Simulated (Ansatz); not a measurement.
Pd: a run of Ansatz with trial settings.

```yaml
crystal:
  lattice:
    - [2.7836650458, 0.0, 0.0]
    - [-1.3918325229, 2.4107246453, 0.0]
    - [0.0, 0.0, 4.628893]
  atoms:
    - { symbol: Pd, position: [0.6666666667, 0.3333333333, 0.75], spin: 0.43 }
    - { symbol: Pd, position: [0.3333333333, 0.6666666667, 0.25], spin: 0.43 }
basis:
  ecutwfc: "23 Ha"
kpoints:
  mp_grid: { grid: [4, 2, 4] }
hamiltonian:
  xc: blyp
scf:
  occupations: { method: gaussian, width: 0.1 }
  lower_state_search: "off"
output:
  forces: true
  stress: true
  eigenvalues: true
  populations: true
magnetization:
  spin_polarized: true
```

Command:

```bash
ansatz run input.yaml --threads 1 --pin off --max-ram 1331MiB --backend cpu --events-out ev --progress --plain --runs-dir out
```

From the log (HF is the Harris–Foulkes energy, dr2 the density residual in eV):

```text
Warning: crystal.symmetry: narrowed to the stabiliser of the k-point mesh — unitary ops 24 → 8; excluded 16 operations that carry a point of the 4×2×4 mesh (shift [0, 0, 0]) off the mesh (the run samples exactly the mesh kpoints.mp_grid names, as under crystal.symmetry.detect: false, and its converged state has the mesh's symmetry, not the crystal's …
Pseudopotential: Pd, paw, valence charge 18, recommended cutoff 420 eV (normal)
Crystal: 2 atoms, lattice volume = 31.063 Å³
Basis set: ecut = 625.8618 eV, 1099 PW (Γ), exchange–correlation on 48×48×80 points (8 copies of the dense FFT grid, shifted against one another)
Bands: 23, of which v1, the nominal top of the filled ones, is band 18 counted from 1 (17 counted from 0)
Symmetry: 8 space group operations
k-points: 15 of 32
PAW frozen core: Pd, regenerated for the run's functional, and the local potential with it (the file was generated under x = pbe(κ = 0.804, μ = 0.2195), c = pbe(β = 0.0667))
Initial density: superposition of atomic densities
Starting moments: Σ|m| = 0.86 μB on 2 of 2 sites
SCF iter   1: HF=-13976.097116 eV  Δρ=8.02e-2 (↑6.48e-2 ↓8.02e-2) dr2=6.14e0  dr2_m=6.62e-2  M=0.948 μB ∫|m|=0.975 μB
spin=Collinear: Kerker preconditioning applied to the charge; magnetization (m = ρ↑ − ρ↓) channel mixes plain (no charge-response kernel on spin).
SCF iter   2: HF=-13975.002732 eV  Δρ=4.33e-2 (↑3.44e-2 ↓4.33e-2) dr2=1.76e0  dr2_m=8.83e-3  M=1.068 μB ∫|m|=1.106 μB
SCF iter   3: HF=-13974.542042 eV  Δρ=1.40e-2 (↑1.40e-2 ↓1.32e-2) dr2=1.09e-1  dr2_m=2.41e-3  M=0.986 μB ∫|m|=1.032 μB
SCF iter   4: HF=-13974.551627 eV  Δρ=1.44e-2 (↑5.51e-3 ↓1.44e-2) dr2=6.25e-2  dr2_m=1.18e-2  M=0.850 μB ∫|m|=0.916 μB
   ...
SCF iter  13: HF=-13974.543597 eV  Δρ=2.39e-5 (↑1.97e-5 ↓2.39e-5) dr2=1.68e-8  dr2_m=1.19e-7  M=0.878 μB ∫|m|=0.936 μB
SCF iter  14: F=-13974.543597 eV  HF=-13974.543597 eV  Δρ=5.95e-6 (↑3.69e-6 ↓5.95e-6) dr2=4.46e-9  dr2_m=5.61e-9  M=0.877 μB ∫|m|=0.935 μB
SCF iter  15: F=-13974.543597 eV  HF=-13974.543597 eV  Δρ=1.49e-6 (↑8.59e-7 ↓1.49e-6) dr2=1.02e-9  dr2_m=5.50e-11  M=0.877 μB ∫|m|=0.935 μB
SCF 1 converged in 15 iterations: F = -13974.543597 eV  dr2 = 1.02e-9
SCF converged after 15 iterations
Magnetization: 0.8774 μB (18.4387 up, 17.5613 down)
Absolute magnetization: 0.9354 μB (∫|ρ↑−ρ↓|, with the PAW one-centre terms)
Per-site moments (μB) at R_I (Å): [(0.4513, 1.1482), (0.4513, 1.1482)]
Free energy (F): -13974.543597 eV
E sigma→0 (E₀):  -13974.531888 eV
Entropy (-TS):   -0.023418 eV (-11.709 meV/atom)
Fermi energy:    19.273192 eV
--- Forces (eV/Å), atoms counted from 1 ---
  atom   1  Pd     0.25546546     0.14749305     0.00000000
  atom   2  Pd    -0.25546546    -0.14749305     0.00000000
--- Stress (GPa, compression-positive) ---
       12.677107      -3.257586       0.000000
       -3.257586      16.438644       0.000000
        0.000000       0.000000      16.417585
  P = ⅓ Tr σ = 15.1778 GPa (151.778 kbar)
```

The inputs are trials, many of them unsound on purpose. Their numbers show the effect of the settings and aren't properties of the material. Forces of this functional on these PAW sets can be off by 10 %.